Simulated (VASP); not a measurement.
Here is a VASP 6.6.1 calculation.

Contents of INCAR:

```
SYSTEM = BeTe
PREC = Accurate
ENCUT = 600
EDIFF = 1E-6
ISMEAR = 0
SIGMA = 0.03
LREAL = .FALSE.
LASPH = .TRUE.
NELM = 80
ALGO = Normal
ISIF = 3
LWAVE = .FALSE.
LCHARG = .FALSE.
GGA = PE
IBRION = 2
NSW = 90
EDIFFG = -0.01
```

KPOINTS

```
regular mesh
0
G
  8 8 8
  0 0 0
```

File POSCAR:

```
BeTe
1.0
    0.0000000000      2.7700000000      2.7700000000
    2.7700000000      0.0000000000      2.7700000000
    2.7700000000      2.7700000000      0.0000000000
Be Te
1 1
Direct
    0.0000000000      0.0000000000      0.0000000000
    0.2500000000      0.2500000000      0.2500000000
```

Potentials or basis: VASP PAW PBE potentials, release 64 (Be, Te).

Run with:

```console
$ cat potpaw_PBE.64/Be/POTCAR potpaw_PBE.64/Te/POTCAR > POTCAR
$ mpirun -np 1 vasp_std > vasp.out
```

(1) Predict the relaxed cell.

(2) Estimate the space group after relaxing (to 0.05 Å).

(3) Predict the relaxed volume.

## Answers

(1) a = 4.008 Å, b = 4.008 Å, c = 4.008 Å, α = 60.00°, β = 60.00°, γ = 60.00°.

(2) F-43m (No. 216).

(3) 22.76 Å³/atom.
